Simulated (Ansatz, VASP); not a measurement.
# Ca2Se in VASP and in Ansatz

```
CELL_PARAMETERS angstrom
4.01646 0.00000 0.00000
-2.00823 3.47836 0.00000
0.00000 0.00000 7.22267
ATOMIC_POSITIONS crystal
Ca 0.33333 0.66667 0.74431
Ca 0.33333 0.66667 0.25569
Se 0.00000 0.00000 0.00000
```

Change from the starting cell: species swapped into the Te2Mo type (P-6m2, No. 187).

Alike in both runs: functional PBE; k mesh 6 × 6 × 4; occupations gaussian, width 0.1 eV; no spin polarisation.

Ansatz relaxed the structure, and its values are those at the end. VASP's run is a single point on that final structure, the one shown.

|  | VASP | Ansatz |
| --- | --- | --- |
| version | VASP 6.6.1 | Ansatz 0.2.0 |
| potentials or method | VASP PAW PBE potentials, release 64 (Ca_sv, Se) | scalar-relativistic, plane waves, PAW |
| plane-wave cutoff (eV) | 520 | 420 |
| valence electrons in the cell | 26 | 36 |

```csv
,VASP,Ansatz,Ansatz less VASP
gap on the k mesh at the Fermi level (eV),none,none,-
pressure (GPa),0.1,0.0,-0.09
rms of the force components (eV/Å),0.001,0.008,+0.0072
```

A gap of «none» marks a metal or a gap that the smearing closes. The two sets of potentials don't hold the same shells in valence.
